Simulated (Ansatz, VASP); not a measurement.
TiO2 in VASP and in Ansatz

File INCAR:

```
SYSTEM = TiO2
  ALGO = Normal
  EDIFF = 1E-6
  ENCUT = 520
  GGA = PS
  ISIF = 2
  ISMEAR = -1
  LASPH = .True.
  LCHARG = .False.
  LREAL = .False.
  LWAVE = .False.
  NBANDS = 33
  NELM = 100
  PREC = Accurate
  SIGMA = 0.05
```

File KPOINTS:

```
k-points
0
Gamma
  8 8 6
  0 0 0
```

The input POSCAR:

```
TiO2
1.0
    2.7060340000     -2.7066550000      0.0000000000
    2.7060340000      2.7066550000      0.0000000000
   -2.6335310000      0.0000000000      4.7966370000
Ti O
2 4
Direct
    0.8658900000      0.1341100000      0.7500000000
    0.1341100000      0.8658900000      0.2500000000
    0.0887550000      0.3312210000      0.1671490000
    0.9112450000      0.6687790000      0.8328510000
    0.6687790000      0.9112450000      0.3328510000
    0.3312210000      0.0887550000      0.6671490000
```

The input input.yaml:

```yaml
crystal:
  lattice:
    - [2.706034, -2.706655, 0.0]
    - [2.706034, 2.706655, 0.0]
    - [-2.633531, 0.0, 4.796637]
  atoms:
    - { symbol: Ti, position: [0.86589, 0.13411, 0.75] }
    - { symbol: Ti, position: [0.13411, 0.86589, 0.25] }
    - { symbol: O, position: [0.088755, 0.331221, 0.167149] }
    - { symbol: O, position: [0.911245, 0.668779, 0.832851] }
    - { symbol: O, position: [0.668779, 0.911245, 0.332851] }
    - { symbol: O, position: [0.331221, 0.088755, 0.667149] }
kpoints:
  mp_grid: { grid: [8, 8, 6] }
  band_path:
    path:
      - [0.0, 0.0, 0.0]
      - [-0.4612513445, -0.4612513445, 0.0808612034]
      - [-0.5021272409, -0.5021272409, 0.252610114]
      - [-0.5, -0.5, 0.5]
      - [-0.5794315881, -0.4205684119, 0.5]
    npoints: 6
scf:
  occupations: { method: fermi_dirac, width: 0.05 }
hamiltonian:
  xc: pbesol
  pseudopotentials: { kind: all_electron, lapw: { basis_error: 0.002 } }
output:
  forces: true
  stress: true
  eigenvalues: true
```

Alike in both runs: functional PBEsol; k mesh 8 × 8 × 6; occupations fermi-dirac, width 0.05 eV; no spin polarisation.

|  | VASP | Ansatz |
| --- | --- | --- |
| version | VASP 6.6.1 | Ansatz 0.2.0 |
| potentials or method | VASP PAW PBE potentials, release 64 (Ti_sv, O) | all-electron LAPW, scalar-relativistic |
| plane-wave cutoff (eV) | 520 | see its input |
| task | single point | band structure |

Ansatz gave:

| Quantity | Value |
| --- | --- |
| gap on the k mesh at the Fermi level (eV) | 2.03 |
| least direct gap on the mesh (eV) | 2.37 |
| pressure (GPa) | -7.6 |
| largest component of the traceless stress (GPa) | 0.39 |
| rms of the force components (eV/Å) | 0.112 |

**Question.** What did VASP give for the same quantities?

**Answer.** gap on the k mesh at the Fermi level (eV): 2.01; least direct gap on the mesh (eV): 2.35; pressure (GPa): -6.9; largest component of the traceless stress (GPa): 0.34; rms of the force components (eV/Å): 0.103.

Atom by atom the forces differ by 0.011 eV/Å (rms over components). Ansatz ran all-electron here, so the differences hold the error of VASP's frozen core and of both bases.

Caveats: the PAW data sets were made with another functional, which shifts forces and pressure a little (VASP). PBEsol gaps usually lie below the measured ones, often by a third to a half. A k mesh can miss the band edges.
